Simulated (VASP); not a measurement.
BAs: phonons with PBE

The system is BAs.

```
B As
1.0
     0.00000    2.40817    2.40817
     2.40817    0.00000    2.40817
     2.40817    2.40817    0.00000
B As
1 1
Cartesian
  0.0000 0.0000 0.0000
  1.2041 1.2041 1.2041
```

```
Program                : VASP 6.6.1
Task                   : phonons
Functional             : PBE
Potentials or basis    : VASP PAW PBE potentials, release 64 (B, As)
Cutoff                 : 600 eV
k mesh                 : 10 × 10 × 10
Occupations            : gaussian, width 0.03 eV
Spin                   : no spin polarisation
By perturbation theory : no
Further INCAR settings : ALGO = Normal; EDIFF = 1e-08; IBRION = 6; POTIM = 0.015; NSW = 1
```

The highest phonon frequency at Γ, LO-TO splitting left out is 679 cm⁻¹.

Phonon frequencies in cm⁻¹ (negative: imaginary):
```
              q point        frequencies
(0.000, 0.000, 0.000)  0 0 0 679 679 679
```

It took 70 s on 1 thread of Intel(R) Xeon(R) Platinum 8488C (Sapphire Rapids) (shared host), peak memory 0.24 GiB.
